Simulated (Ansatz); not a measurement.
## TiAl: what symmetry allows forces and stress to be

```
CELL_PARAMETERS angstrom
2.86726 0.00000 0.00000
-1.43363 2.48312 0.00000
0.00000 0.00000 4.67808
ATOMIC_POSITIONS crystal
Ti 0.00000 0.00000 0.00000
Al 0.41181 0.66667 0.50000
```

These are results of DFT PBE, scalar-relativistic, plane waves, PAW in Ansatz, not measurements.

Plane waves to 420 eV, a k mesh through Γ of 15×15×8 on the computed 2-atom cell and Gaussian smearing (0.10 eV); no spin polarisation.

This distorted cell has space group Pm, with 2 operations.

Without a calculation: in which directions can each atom feel a force?

A force must be left unchanged by every operation that keeps its atom in place, so it lies in the space that those operations leave fixed. Atoms that the group maps onto each other feel forces of one size.
```
atom site symmetry operations at the site equivalent to atom allowed force (Cartesian)
 Ti1              m                       2                   1  in the plane normal to (0.00, 0.00, 1.00)
 Al2              m                       2                   2  in the plane normal to (0.00, 0.00, 1.00)
```

That leaves 4 independent force components of 6, tied by 2 conditions that the forces sum to zero, so 2 remain. A relaxation in this cell that keeps the symmetry moves the atoms in these directions alone.

And the stress tensor?

It must be invariant under the point group, which leaves 4 independent components: yz, xz vanish.

Do the computed values obey this?

Yes. Forces (eV/Å):
```
Ti1  0.428  0.121  0.000
Al2 -0.428 -0.121  0.000
```

Stress (GPa, compression positive, xx yy zz yz xz xy): 0.55 0.93 0.44 0.00 0.00 3.28. The program imposes the same operations on density, forces and stress, so this confirms the analysis and is no independent test of the calculation.